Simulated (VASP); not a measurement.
Given:

```
AlLaO3
1.0
    3.74155     0.00000     0.00000
    0.00000     3.74155     0.00000
    0.00000     0.00000     3.74155
La Al O
1 1 3
Direct
  0.00000   0.00000   0.00000
  0.50000   0.50000   0.50000
  0.50000   0.00000   0.50000
  0.00000   0.50000   0.50000
  0.50000   0.50000   0.00000
```

These are LDA (Ceperley-Alder, Perdew-Zunger), VASP's LDA PAW potentials (set 64) (plane waves; VASP 6.6.1) values and carry that method's errors. Numerical set-up: 520 eV cut-off, 6×6×6 Γ-centred mesh, Gaussian smearing of 0.050 eV, potentials La Al O.

Give the energy at these volumes per atom, relative to the lowest: 9.85, 10.16, 10.48, 10.79, 11.10 Å³.

29.4, 7.0, 0.0, 6.2, 23.7 meV/atom. A third-order Birch-Murnaghan fit gives B0 = 224 GPa and B0′ = 4.4.

Measured: a 3.810 Å (computed value off by -1.8 %), as given by Fedwa El-Mellouhi et al., Physical Review B (2013), arXiv:1211.6371. The calculation is for a static lattice, while the measured a holds thermal and zero-point effects, which are part of the difference.

The compound is LaAlO3 in the cubic perovskite structure, the ideal cubic form; the compound distorts at low or room temperature. It was relaxed first, which changed the volume by -5 %.
